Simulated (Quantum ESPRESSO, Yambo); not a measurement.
# BP (F-43m): G0W0 with Yambo, start to end, part 2 of 3

Aim: the G0W0 gap of BP (F-43m) on PBE, step by step.

Quantum ESPRESSO 7.5 and Yambo 5.3.0; PBE and many-body steps on it, plane waves. Known limits of the many-body steps: not at the basis limit.

So far. Step 2 (Ground state): The gap is indirect, with the least direct gap 2.13 eV higher. Step 3 (Bands along the symmetry lines): The gap is 1.260 eV, −0.021 eV from the run before at this level.

**4. Empty states on the mesh, 8×8×8 mesh, 279 bands**

Level of this step: DFT, PBE, plane waves, norm-conserving pseudopotentials (Quantum ESPRESSO).

The sums over transitions need many empty states on a uniform mesh; this step solves for them.

The input, pw.in:

```
&control
  calculation = 'nscf'
  prefix = 'x'
  outdir = 'o'
  pseudo_dir = 'pseudo'
/
&system
  ibrav = 0
  nat = 2
  ntyp = 2
  ecutwfc = 68.0
  nbnd = 279
  force_symmorphic = .true.
/
&electrons
  conv_thr = 1e-9
  electron_maxstep = 80
  diago_full_acc = .true.
  diago_thr_init = 5e-6
/
ATOMIC_SPECIES
  B 10.81 B.upf
  P 30.974 P.upf
CELL_PARAMETERS angstrom
  0.0000000000 2.2690000000 2.2690000000
  2.2690000000 0.0000000000 2.2690000000
  2.2690000000 2.2690000000 0.0000000000
ATOMIC_POSITIONS crystal
  B 0.0000000000 0.0000000000 0.0000000000
  P 0.2500000000 0.2500000000 0.2500000000
K_POINTS automatic
  8 8 8 0 0 0
```

Run with:

```console
$ OMP_NUM_THREADS=1 mpirun -n 4 pw.x -nk 4 -in pw.in > pw.out
```

What it wrote:

```text
[banner, memory and clock lines left out]
Program PWSCF v.7.5 starts

     Atomic positions and unit cell read from directory:
     o/x.save/

     Message from routine setup:
     using ibrav=0 with symmetry is DISCOURAGED, use correct ibrav instead

     G-vector sticks info

     bravais-lattice index     =            0
     lattice parameter (alat)  =       6.0638  a.u.
     unit-cell volume          =     157.6631 (a.u.)^3
     number of atoms/cell      =            2
     number of atomic types    =            2
     number of electrons       =         8.00
     number of Kohn-Sham states=          279
     kinetic-energy cutoff     =      68.0000  Ry
     charge density cutoff     =     272.0000  Ry
     Exchange-correlation= PBE
                           (   1   4   3   4   0   0   0)

     celldm(1)=   6.063849  celldm(2)=   0.000000  celldm(3)=   0.000000
     celldm(4)=   0.000000  celldm(5)=   0.000000  celldm(6)=   0.000000

     crystal axes: (cart. coord. in units of alat)
               a(1) = (   0.000000   0.707107   0.707107 )
               a(2) = (   0.707107   0.000000   0.707107 )
               a(3) = (   0.707107   0.707107   0.000000 )

     reciprocal axes: (cart. coord. in units 2 pi/alat)
               b(1) = ( -0.707107  0.707107  0.707107 )
               b(2) = (  0.707107 -0.707107  0.707107 )
               b(3) = (  0.707107  0.707107 -0.707107 )
     Pseudo is Norm-conserving + core correction, Zval =  3.0
     Generated using ONCVPSP code by D. R. Hamann
     Using radial grid of 1534 points,  4 beta functions with:
     Pseudo is Norm-conserving + core correction, Zval =  5.0
     Generated using ONCVPSP code by D. R. Hamann
     Using radial grid of 1298 points,  6 beta functions with:
     B                 3.00    10.81000     B ( 1.00)
     P                 5.00    30.97400     P ( 1.00)

     24 Sym. Ops. (no inversion) found

   Cartesian axes

     site n.     atom                  positions (alat units)
         1        B      tau(   1) = (   0.0000000   0.0000000   0.0000000  )
         2        P      tau(   2) = (   0.3535534   0.3535534   0.3535534  )

     number of k points=    29
                       cart. coord. in units 2pi/alat
        k(    1) = (   0.0000000   0.0000000   0.0000000), wk =   0.0039062
        k(    2) = (   0.0883883   0.0883883  -0.0883883), wk =   0.0312500
        k(    3) = (   0.1767767   0.1767767  -0.1767767), wk =   0.0312500
[...]
[... 17 further rows ...]
        k(   28) = (  -0.7071068   0.1767767  -0.0000000), wk =   0.0468750
        k(   29) = (  -0.7071068   0.3535534   0.0000000), wk =   0.0234375

     Dense  grid:    11935 G-vectors     FFT dimensions: (  32,  32,  32)

     The potential is recalculated from file :
     o/x.save/charge-density

     Starting wfcs are    8 randomized atomic wfcs +  271 random wfcs

     Band Structure Calculation

     End of band structure calculation

          k = 0.0000 0.0000 0.0000 (  1459 PWs)   bands (ev):

    -6.2179   9.2413   9.2413   9.2413  12.6481  12.6481  12.6481  16.5991
    20.7643  21.2875  21.2875  24.9388  24.9388  24.9388  30.7704  39.5763
    39.5763  39.5763  45.8945  45.8945  45.8945  46.8009  46.8009  52.2709
[...]
[... 23 further rows ...]
[...]
284.6464 284.6633 284.6633 284.6633 287.3054 287.8277 287.8277

          k = 0.0884 0.0884-0.0884 (  1462 PWs)   bands (ev):

[...]
[... 23 further rows ...]
[...]
282.4592 282.4592 285.2294 285.2294 287.0805 287.0805 288.2145

          k = 0.1768 0.1768-0.1768 (  1477 PWs)   bands (ev):

[...]
119.6314 119.6477 120.3250 120.3250 122.4675 122.4675 123.9991 125.4692
     [... 23 further rows ...]
   277.8436 279.0803 279.0803 279.6561 279.8156 279.8156 281.1667 282.1417
   282.1417 283.0662 283.0662 285.0292 285.2912 285.2912 286.4814

          k = 0.2652 0.2652-0.2652 (  1483 PWs)   bands (ev):

     [... further k-points ...]

     highest occupied, lowest unoccupied level (ev):     9.2413   10.5218

     XML data file, pseudopotentials, collected wavefunctions
```

Run time: 44 s. Hardware: 4 MPI ranks of Arm Neoverse V1, shared host; peak memory 0.37 GiB.

This step gave:

```yaml
gap: 1.281 eV
k_of_the_valence_top: 0, 0, 0
k_of_the_conduction_bottom: 0, 0.375, 0.375
least_direct_gap: 3.407 eV
k_points_computed: 29
lowest_point_of_the_top_converged_band_above_the_valence_top: 277.0218 eV
```

On this mesh the gap is 1.281 eV.

**5. Conversion and set-up**

This step: Yambo 5.3.0; conversion and set-up on PBE, plane waves, norm-conserving pseudopotentials.

The states are converted to the many-body program's format and the q mesh is built.

Run with:

```console
$ (cd o/x.save; p2y > p2y.log; mv SAVE ../..); yambo > setup.log
```

What it wrote:

```text
 Yambo, version 5.3.0

 [02] CORE Variables Setup
 =========================

  [02.01] Unit cells
  ==================

  Cell kind             :  FCC
  Atoms in the cell     :  B  P
  number of B  atoms    :  1
  number of P  atoms    :  1

  List of atomic masses
  Mass of B     :  10.81000
  Mass of P     :  30.97400

  List of atomic coordinates    : [cc]
  B1       :  0.000000  0.000000  0.000000  order 1
  P1       :  2.143894  2.143894  2.143894  order 2

  Alat factors          :  4.287789  4.287789  4.287789 [a.u.]
  Direct lattice volume :  157.6631 [a.u.]
  Direct lattice vectors:  A[ 1 ]  A[ 2 ]  A[ 3 ]
   A[ 1 ]:  0.000000  1.000000  1.000000  [iru]
   0.000000  4.287789  4.287789  [cc]
   A[ 2 ]:  1.000000  0.000000  1.000000  [iru]
   4.287789  0.000000  4.287789  [cc]
   A[ 3 ]:  1.000000  1.000000  0.000000  [iru]
   4.287789  4.287789  0.000000  [cc]

  Recip. lattice volume :  1.573293 [a.u.]
  Recip. lattice vectors:  B[ 1 ]  B[ 2 ]  B[ 3 ]
   B[ 1 ]: -0.500000  0.500000  0.500000  [iku]
  -0.732684  0.732684  0.732684  [cc]
   B[ 2 ]:  0.500000 -0.500000  0.500000  [iku]
   0.732684 -0.732684  0.732684  [cc]
   B[ 3 ]:  0.500000  0.500000 -0.500000  [iku]
   0.732684  0.732684 -0.732684  [cc]

  [02.02] Symmetries
  ==================

  Inversion symmetry    : yes
  Spatial inversion     : no
  Inversion index       :  25
  K-space Time-reversal : yes
  Magnetic symmetries   : no
  Time-reversal derived K-space symmetries:   25   48
  Group table correct   : yes
  Symmetries units      :  [cc]

   [S  1]:   1.0000     -0.18269E-17 -0.18269E-17 -0.18269E-17   1.0000      0.18269E-17  0.18269E-17  0.18269E-17   1.0000
   [S  2]:  -1.0000      0.18269E-17 -0.18269E-17  0.18269E-17  -1.0000      0.18269E-17 -0.18269E-17 -0.18269E-17   1.0000
   [S  3]:  -1.0000     -0.18269E-17  0.18269E-17  0.18269E-17   1.0000     -0.18269E-17 -0.18269E-17  0.18269E-17  -1.0000
[...]
[S  9]: -0.18269E-17   1.0000     -0.18269E-17  0.18269E-17 -0.18269E-17   1.0000       1.0000      0.18269E-17  0.18269E-17
   [S 10]: -0.18269E-17  -1.0000      0.18269E-17  0.18269E-17  0.18269E-17  -1.0000       1.0000     -0.18269E-17 -0.18269E-17
     [... 36 further rows ...]
   [S*47]:   1.0000     -0.18269E-17  0.18269E-17 -0.18269E-17  0.18269E-17  -1.0000      0.18269E-17   1.0000     -0.18269E-17
   [S*48]:   1.0000      0.18269E-17 -0.18269E-17 -0.18269E-17 -0.18269E-17   1.0000      0.18269E-17  -1.0000      0.18269E-17

  [02.03] Reciprocal space
  ========================

  nG shells         :  170
  nG charge         :  11935
  nG WFs            :  2043
  nC WFs            :  1524
  G-vecs. in first 17 shells:  [ Number ]
     1    9   15   27   51   59   65   89  113
    137   169   181   229   259   283   307   331
  ...
  Shell energy in first 17 shells:  [ mHa ]
[...]
K [13]         [rlu]: -0.90507E-17  0.25000      0.25000
[...]
K [14]         [rlu]: -0.11877E-16  0.25000      0.37500
         WF components:  1494
  [... 14 further k-points ...]
  K [29]         [rlu]:  0.250000 -0.500000 -0.250000
         WF components:  1480

  [02.05] Energies & Occupations
  ==============================

  [X] === General ===
  [X] Electronic Temperature                        :  0.000000  0.000000 [eV K]
  [X] Bosonic    Temperature                        :  0.000000  0.000000 [eV K]
  [X] Finite Temperature mode                       : no
  [X] El. density                                   :  0.34242E+24 [cm-3]
  [X] Fermi Level                                   :  9.241273 [eV]

  [X] === Gaps and Widths ===
  [X] Conduction Band Min                           :  1.280512 [eV]
  [X] Valence Band Max                              :  0.000000 [eV]
  [X] Filled Bands                                  :   4
  [X] Empty Bands                                   :    5  279
  [X] Direct Gap                                    :  3.406803 [eV]
  [X] Direct Gap localized at k                     :  1
  [X] Indirect Gap                                  :  1.280512 [eV]
  [X] Indirect Gap between kpts                     :   1  18
  [X] Last valence band width                       :  5.466754 [eV]
  [X] 1st conduction band width                     :  4.052812 [eV]

  E @ K [ 1]:  [eV]
   -15.459     -0.27235E-11 -0.13625E-11   0.0000       3.4068       3.4068       3.4068       7.3579
  occ @ K [ 1]
[...]
E @ K [ 2]:  [eV]
[...]
occ @ K [ 2]
[...]
E @ K [ 3]:  [eV]
[...]
occ @ K [ 3]
[...]
E @ K [ 8]:  [eV]
[...]
occ @ K [ 8]
[...]
E @ K [ 9]:  [eV]
[...]
occ @ K [ 9]
[...]
E @ K [10]:  [eV]
[...]
occ @ K [10]
[...]
E @ K [11]:  [eV]
[...]
occ @ K [11]
[...]
E @ K [12]:  [eV]
[...]
occ @ K [12]
[...]
E @ K [13]:  [eV]
[...]
occ @ K [13]
[...]
E @ K [14]:  [eV]
[...]
occ @ K [14]
[...]
[... 14 further k-points ...]
  E @ K [29]:  [eV]
  -10.33326  -8.05264  -5.66965  -5.46675   5.33332   6.77210   7.23369   7.44884
  occ @ K [29]
   2.000000  2.000000  2.000000  2.000000  0.000000  0.000000  0.000000  0.000000

 [03] Transferred momenta grid and indexing
 ==========================================

 IBZ Q-points                                      :  29
 BZ  Q-points                                      :   512

 K/Q-points units:
 rlu = crystal or reduced units; cc = cartesian coordinates; iku = interal k-units

 Q [ 1]         [rlu]:  0.000000  0.000000  0.000000
 Q [ 2]         [rlu]: -0.53086E-18 -0.53086E-18  0.12500
 Q [ 3]         [rlu]: -0.10617E-17 -0.10617E-17  0.25000
[...]
Q [ 8]         [rlu]: -0.28817E-16  0.12500      0.37500
 Q [ 9]         [rlu]:  0.55886E-16  0.12500      0.50000
 Q [10]         [rlu]:  0.21235E-17  0.12500     -0.37500
     [... 17 further rows ...]
 Q [28]         [rlu]:  0.125000 -0.500000 -0.375000
 Q [29]         [rlu]:  0.250000 -0.500000 -0.250000

  [03.01] X indexes
  =================

   [03.01.01] Sigma indexes
   ========================

 [06] Game Over & Game summary
```

Run time: 2.6 s. Hardware: 1 MPI rank; peak memory 0.24 GiB.

(Part 2 of 3 ends here.)

[Paths, hosts, dates, memory and timing lines, banners, echoed tables and standing remarks are left out of the program output.]

[Logs are printed without paths, hosts, clocks, repeated set-up lines and the standing remarks that a program may print on its own settings, such as how far it seeks lower states.]

[Runs of the session that timed out or met a known fault of the program may be left out.]

[Hosts, paths, dates, database ids (printed as entryN), source tags and the programs' standing remarks are cut or masked in the printed files.]
